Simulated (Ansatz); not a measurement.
Space group R-3m:H (No. 166). a = 2.465 Å, b = 2.465 Å, c = 10.122 Å, α = 90.00°, β = 90.00°, γ = 120.00°
| atom | site | symmetry | x | y | z |
| --- | --- | --- | --- | --- | --- |
| C | 6c | 3m | 0.6667 | 0.3333 | 0.1667 |

Equation of state of this C structure (not necessarily the ground state), with shape and atoms relaxed at each volume where symmetry leaves them free. Level of theory: DFT PBE+D3(BJ), scalar-relativistic, plane waves, PAW (Ansatz).

Cutoff 420 eV; k points 14×14×8 on the computed 2-atom cell (Γ-centred); Gaussian smearing, width 0.02 eV; no spin polarisation.

```
V (Å³/atom) E − E(largest V) (meV/atom) P (GPa) gap on mesh (eV)
      7.811                        15.28     8.03              0.17
      8.078                         4.58     4.98              0.33
      8.344                        -1.74     2.73              0.47
      8.610                        -4.88     1.12              0.59
      8.877                        -5.73     0.00              0.69
      9.143                        -5.05    -0.78              0.77
      9.409                        -3.32    -1.28              0.85
      9.764                         0.00    -1.67              0.92
```

Fit a third-order Birch–Murnaghan equation to E(V).

V0 = 8.87 Å³/atom, B0 = 32 GPa, B0' = 11.9. B0' is unusual or poorly fixed by this range.